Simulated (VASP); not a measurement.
Here is a VASP 6.6.1 calculation.

The input INCAR:

```
SYSTEM = I
ALGO = Normal
EDIFF = 1E-7
EDIFFG = -0.01
ENCUT = 520
GGA = CA
IBRION = 2
ISIF = 2
ISMEAR = 0
LASPH = .TRUE.
LCHARG = .FALSE.
LREAL = .FALSE.
LWAVE = .FALSE.
NELM = 60
NSW = 40
PREC = Accurate
SIGMA = 0.05
```

KPOINTS

```
k-points
0
G
  8 8 5
  0 0 0
```

The input POSCAR:

```
I
1.0
    3.2379500000      0.0000000000      0.0000000000
    0.0000000000      3.2379500000      0.0000000000
    0.0000000000      0.0000000000      5.1311800000
I
1
Direct
    0.5000000000      0.5000000000      0.0000000000
```

Potentials or basis: VASP PAW LDA potentials, release 64 (I).

The run is started by

```sh
$ cat potpaw_LDA.64/I/POTCAR > POTCAR
$ mpirun -np 1 vasp_std > vasp.out
```

What does it give for the band gap on the k mesh?

None (metal or under the smearing width).

Final structure:
```
I
1.0
     3.23795    0.00000    0.00000
     0.00000    3.23795    0.00000
     0.00000    0.00000    5.13118
I
1
Direct
  0.50000 0.50000 0.00000
```

Caveat: the relaxation stopped at its first step, so nothing moved; an odd number of electrons without spin polarisation forces a metal; a magnetic or distorted state may lie lower. Spin-orbit coupling is left out, which matters for the levels of I.
